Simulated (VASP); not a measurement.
# InSe (C2/m) in VASP: single point with PBE+D3(BJ)

Aim: the single point of InSe with PBE+D3(BJ).

All numbers are computed with VASP 6.6.1; they aren't measurements. Logs are shortened: lines on timing, memory, paths and dates and some standing lists are left out, and cuts for length are marked.

### Step 1. The crystal as given

Symmetry: C2/m, No. 12, monoclinic system. The conventional cell has a = 11.880 Å, b = 4.137 Å, c = 4.512 Å, α = 90.00°, β = 110.78°, γ = 90.00°. In (site symmetry m) has 3 Se at 2.69 to 2.72 Å and 1 In at 2.80 Å as nearest neighbours. Se (site symmetry m) has 3 In at 2.69 to 2.72 Å as nearest neighbours.

The cell comes from a database or a generator and needn't be the stable form of this composition.

### Step 2. Single point, PBE+D3(BJ)

File INCAR:

```
SYSTEM = InSe
PREC = Accurate
ENCUT = 520
EDIFF = 1E-7
ISMEAR = 0
SIGMA = 0.02
LREAL = .False.
LASPH = .True.
NELM = 100
ALGO = Fast
ISIF = 2
LWAVE = .False.
LCHARG = .False.
GGA = PE
IVDW = 12
NBANDS = 27
```

File KPOINTS:

```
regular mesh
0
Gamma
  8 8 6
  0 0 0
```

File POSCAR:

```
InSe
1.0
    5.9393142910     -2.0685874094      0.1019221265
    5.9393142910      2.0685874094      0.1019221265
   -1.6731649841      0.0000000000      4.1900058284
In Se
2 2
Direct
    0.1149128947      0.1149128947      0.9785833192
    0.8850871053      0.8850871053      0.0214166808
    0.3467579472      0.3467579472      0.3660732978
    0.6532420528      0.6532420528      0.6339267022
```

Potentials or basis: VASP PAW PBE potentials, release 64 (In_d, Se).

Launch:

```bash
cat potpaw_PBE.64/In_d/POTCAR potpaw_PBE.64/Se/POTCAR > POTCAR
mpirun -np 1 vasp_std > vasp.out
```

OUTCAR:

```text
SYSTEM = InSe
   PREC = Accurate
   ENCUT = 520
   EDIFF = 1E-7
   ISMEAR = 0
   LREAL = .False.
   LASPH = .True.
   NELM = 100
   ISIF = 2
   GGA = PE
   IVDW = 12
 IVDW          = 12

 ion  position               nearest neighbor table
   1  0.115  0.115  0.979-   3 2.69   4 2.72   4 2.72   2 2.80   2 3.77   2 3.77
   2  0.885  0.885  0.021-   4 2.69   3 2.72   3 2.72   1 2.80   1 3.77   1 3.77
   3  0.347  0.347  0.366-   1 2.69   2 2.72   2 2.72
   4  0.653  0.653  0.634-   2 2.69   1 2.72   1 2.72

  LATTYP: Found a base centered monoclinic cell.
 ALAT       =    11.8803774969
 B/A-ratio  =     0.3482359731
 C/A-ratio  =     0.3797624606
 COS(beta)  =    -0.3548593006

  Lattice vectors:

 A1 = (   5.9393142910,  -2.0685874094,   0.1019221265)
 A2 = (   5.9393142910,   2.0685874094,   0.1019221265)
 A3 = (  -1.6731649841,   0.0000000000,   4.1900058284)

Analysis of symmetry for initial positions (statically):
=====================================================================
 Subroutine PRICEL returns:
 Original cell was already a primitive cell.

 Routine SETGRP: Setting up the symmetry group for a
 base centered monoclinic supercell.

 Subroutine GETGRP returns: Found  4 space group operations
 (whereof  4 operations were pure point group operations)
 out of a pool of  4 trial point group operations.

The static configuration has the point symmetry C_2h.

Analysis of symmetry for dynamics (positions and initial velocities):
=====================================================================
 Subroutine PRICEL returns:
 Original cell was already a primitive cell.

 Routine SETGRP: Setting up the symmetry group for a
 base centered monoclinic supercell.

 Subroutine GETGRP returns: Found  4 space group operations
 (whereof  4 operations were pure point group operations)
 out of a pool of  4 trial point group operations.

The dynamic configuration has the point symmetry C_2h.

 Subroutine INISYM returns: Found  4 space group operations
 (whereof  4 operations are pure point group operations),
 and found     1 'primitive' translations

----------------------------------------------------------------------------------------

                                     Primitive cell

  volume of cell :     103.6623

  direct lattice vectors                    reciprocal lattice vectors
     5.939314291 -2.068587409  0.101922127     0.083611843 -0.241710840  0.033388118
     5.939314291  2.068587409  0.101922127     0.083611843  0.241710840  0.033388118
    -1.673164984  0.000000000  4.190005828    -0.004067726  0.000000000  0.237038817

  length of vectors
     6.290063294  6.290063294  4.511721391     0.257933784  0.257933784  0.237073717

  position of ions in fractional coordinates (direct lattice)
     0.114912895  0.114912895  0.978583319
     0.885087105  0.885087105  0.021416681
     0.346757947  0.346757947  0.366073298
     0.653242053  0.653242053  0.633926702

  ion indices of the primitive-cell ions
   primitive index   ion index
                 1           1
                 2           2
                 3           3
                 4           4

----------------------------------------------------------------------------------------

 KPOINTS: regular mesh

Automatic generation of k-mesh.
 Grid dimensions read from file:
 generate k-points for:    8    8    6

 Generating k-lattice:

  Cartesian coordinates                     Fractional coordinates (reciprocal lattice)
     0.010451480 -0.030213855  0.004173515     0.125000000  0.000000000  0.000000000
     0.010451480  0.030213855  0.004173515     0.000000000  0.125000000  0.000000000
    -0.000677954  0.000000000  0.039506469     0.000000000  0.000000000  0.166666667

  Length of vectors
     0.032241723  0.032241723  0.039512286

  Shift w.r.t. Gamma in fractional coordinates (k-lattice)
     0.000000000  0.000000000  0.000000000

 Subroutine IBZKPT returns following result:
 ===========================================

 Found    114 irreducible k-points:

 Following reciprocal coordinates:
            Coordinates               Weight
  0.000000  0.000000  0.000000      1.000000
  0.125000  0.000000  0.000000      4.000000
  0.250000  0.000000  0.000000      4.000000
  0.375000  0.000000  0.000000      4.000000
  0.500000  0.000000  0.000000      2.000000
  0.125000  0.125000  0.000000      2.000000
[... 16 lines left out ...]
  0.125000  0.000000  0.166667      4.000000
  0.250000  0.000000  0.166667      4.000000
 [... further k-points ...]
   k-points           NKPTS =    114   k-points in BZ     NKDIM =    114   number of bands    NBANDS=     27
   number of dos      NEDOS =    301   number of ions     NIONS =      4
   total plane-waves  NPLWV =  82944
   dimension x,y,z NGX =    48 NGY =   48 NGZ =   36
   dimension x,y,z NGXF=    96 NGYF=   96 NGZF=   72
   ions per type =               2   2
   NGX,Y,Z   is equivalent  to a cutoff of  12.69, 12.69, 13.27 a.u.
   NGXF,Y,Z  is equivalent  to a cutoff of  25.37, 25.37, 26.53 a.u.
 SYSTEM =  InSe
   PREC   = accura    normal or accurate (medium, high low for compatibility)
   ISTART =      0    job   : 0-new  1-cont  2-samecut
   ICHARG =      2    charge: 1-file 2-atom 10-const
   ISPIN  =      1    spin polarized calculation?
   LNONCOLLINEAR =      F non collinear calculations
   LSORBIT =      F    spin-orbit coupling
   LASPH  =      T    aspherical Exc in radial PAW
   ENCUT  =  520.0 eV  38.22 Ry    6.18 a.u.  11.70 11.70  8.39*2*pi/ulx,y,z
   NELM   =    100;   NELMIN=  2; NELMDL= -5     # of ELM steps
   EDIFF  = 0.1E-06   stopping-criterion for ELM
   LREAL  =      F    real-space projection
   EDIFFG = 0.1E-05   stopping-criterion for IOM
   NSW    =      0    number of steps for IOM
   IBRION =     -1    ionic relax: 0-MD 1-quasi-New 2-CG
   NFREE  =      0    steps in history (QN), initial steepest desc. (CG)
   ISIF   =      2    stress and relaxation
   ISYM   =      2    0-nonsym 1-usesym 2-fastsym
   POTIM  = 0.5000    time-step for ionic-motion
   TEBEG  =    0.0;   TEEND  =   0.0 temperature during run
   PSTRESS=    0.0 pullay stress
   NELECT =      38.0000    total number of electrons
   NUPDOWN=      -1.0000    fix difference up-down
   EMIN   =  10.00;   EMAX   =-10.00  energy-range for DOS
   EFERMI =   0.00;   METHOD = LEGACY
   ISMEAR =     0;   SIGMA  =   0.02  broadening in eV -4-tet -1-fermi 0-gaus
   EFERMI_NEDOS =   21; number of points for ismear=-14 and -15
   IALGO  =     68    algorithm
   IMIX   =      4    mixing-type and parameters
     AMIX     =   0.40;   BMIX     =  1.00
     AMIX_MAG =   1.60;   BMIX_MAG =  1.00
  volume/ion in A,a.u.               =      25.92       174.89
  Fermi-wavevector in a.u.,A,eV,Ry     =   1.171644  2.214087 18.677403  1.372750
  Thomas-Fermi vector in A             =   2.308085
   LORBIT       =      0    0 simple, 1 ext, 2 COOP (PROOUT), +10 PAW based schemes
   GGA     = PE    functional components
   LHFCALC =     F    Hartree Fock is set to
   AEXX    =    0.0000 exact exchange contribution
   IVDW    =    12    specifies the selected vdW correction
   LEPSILON=     F    determine dielectric tensor
   LRPA    =     F    only Hartree local field effects (RPA)
 non-spin polarized calculation
 RMM-DIIS sequential band-by-band and
 Gauss-broadening in eV      SIGMA  =   0.02
  energy-cutoff  :      520.00
  volume of cell :      103.66
 maximum number of plane-waves:      2816
   NGX = 23   NGY = 23   NGZ = 17

 number of electron      37.9999991 magnetization

 Free energy of the ion-electron system (eV)
  ---------------------------------------------------
  ext. energy  EPLUGINS =         0.00000000
  ---------------------------------------------------
  free energy    TOTEN  =       -13.98801076 eV

  energy without entropy =      -13.98801076  energy(sigma->0) =      -13.98801076

 E-fermi :   5.1621     XC(G=0):  -9.6265

 val. band max:        5.0514125350   @ k =  -0.2500  -0.2500   0.3333
 cond. band min:       5.6348204103   @ k =   0.3750   0.3750   0.0000
 fundamental gap:      0.5834078753
 Fermi energy:         5.1620784863

 k-point     1 :       0.0000    0.0000    0.0000
  band No.  band energies     occupation
      1      -9.6276      2.00000
      2      -9.5496      2.00000
      3      -9.3278      2.00000
      4      -9.3205      2.00000
      5      -9.2879      2.00000
      6      -9.2842      2.00000
[... 19 lines left out ...]
     26      12.0537      0.00000
     27      13.8788      0.00000

 k-point     2 :       0.1250    0.0000    0.0000
  band No.  band energies     occupation
      1      -9.6237      2.00000
      2      -9.5442      2.00000
      3      -9.3713      2.00000
      4      -9.3110      2.00000
      5      -9.3007      2.00000
      6      -9.2727      2.00000
[... 19 lines left out ...]
     26      12.0603      0.00000
     27      13.6321      0.00000

 k-point     3 :       0.2500    0.0000    0.0000
  band No.  band energies     occupation
      1      -9.6140      2.00000
      2      -9.5398      2.00000
      3      -9.4296      2.00000
      4      -9.3278      2.00000
      5      -9.2947      2.00000
      6      -9.2735      2.00000
[... 19 lines left out ...]
     26      12.0396      0.00000
     27      12.9449      0.00000

 k-point     4 :       0.3750    0.0000    0.0000
  band No.  band energies     occupation
      1      -9.6024      2.00000
      2      -9.5613      2.00000
      3      -9.4386      2.00000
      4      -9.3573      2.00000
      5      -9.2887      2.00000
      6      -9.2808      2.00000
[... 19 lines left out ...]
     26      12.5747      0.00000
     27      13.2332      0.00000
[... 516 lines left out ...]
      4      -9.3172      2.00000
      5      -9.2891      2.00000
      6      -9.2870      2.00000
[... 19 lines left out ...]
     26      12.0293      0.00000
     27      13.0061      0.00000

 k-point    23 :       0.1250    0.0000    0.1667
  band No.  band energies     occupation
      1      -9.6269      2.00000
      2      -9.5432      2.00000
      3      -9.3733      2.00000
      4      -9.3062      2.00000
      5      -9.3037      2.00000
      6      -9.2715      2.00000
[... 19 lines left out ...]
     26      11.5553      0.00000
     27      13.4908      0.00000

 k-point    24 :       0.2500    0.0000    0.1667
  band No.  band energies     occupation
      1      -9.6249      2.00000
      2      -9.5438      2.00000
      3      -9.4288      2.00000
      4      -9.3308      2.00000
      5      -9.2886      2.00000
      6      -9.2773      2.00000
[... 19 lines left out ...]
     26      11.6874      0.00000
     27      12.8151      0.00000

 [... further k-points ...]

------------------------ aborting loop because EDIFF is reached ----------------------------------------

 Edisp (eV)   -1.37326

 E8    (eV) :    -0.6320

  FORCE on cell =-STRESS in cart. coord.  units (eV):
  Direction    XX          YY          ZZ          XY          YZ          ZX
  --------------------------------------------------------------------------------------
  -------------------------------------------------------------------------------------
  Total       0.01909     0.01966     0.00359     0.00000     0.00000     0.00242
  in kB       0.29504     0.30392     0.05547     0.00000     0.00000     0.03737
  external pressure =        0.22 kB  Pullay stress =        0.00 kB

 VOLUME and BASIS-vectors are now :
 -----------------------------------------------------------------------------
  energy-cutoff  :      520.00
  volume of cell :      103.66
      direct lattice vectors                 reciprocal lattice vectors
     5.939314291 -2.068587409  0.101922127     0.083611843 -0.241710840  0.033388118
     5.939314291  2.068587409  0.101922127     0.083611843  0.241710840  0.033388118
    -1.673164984  0.000000000  4.190005828    -0.004067726  0.000000000  0.237038817

 POSITION                                       TOTAL-FORCE (eV/Angst)
 -----------------------------------------------------------------------------------
     -0.27232      0.00000      4.12369        -0.011324      0.000000      0.002686
     10.47779      0.00000      0.27016         0.011324      0.000000     -0.002686
      3.50651      0.00000      1.60453        -0.000658      0.000000      0.009083
      6.69896      0.00000      2.78932         0.000658      0.000000     -0.009083
 -----------------------------------------------------------------------------------
    total drift:                               -0.000000      0.000000      0.000000

  FREE ENERGIE OF THE ION-ELECTRON SYSTEM (eV)
  ---------------------------------------------------
  free  energy   TOTEN  =       -15.3612659495 eV

  energy  without entropy=      -15.3612659495  energy(sigma->0) =      -15.36126595
```

It took 7 min on 1 thread of Intel Xeon Platinum 8488C (Sapphire Rapids), shared host; peak memory 0.47 GiB.

What came out:

| Property | Result |
| --- | --- |
| Free energy | -15.3613 eV |
| Pressure | 0.0 GPa |
| Largest force | 0.012 eV/Å |
| Band gap on the k mesh | 0.58 eV, indirect (least direct gap 1.08 eV) |
| Dispersion energy per atom | -0.343 eV |

Forces in eV/Å, atoms in the order of the input:
```
In  -0.011  0.000  0.003
In   0.011  0.000 -0.003
Se  -0.001  0.000  0.009
Se   0.001  0.000 -0.009
```

Caveat: spin-orbit coupling is left out, which moves the levels of the heavy elements. A hybrid or GW would open this gap; PBE tends to underestimate it.
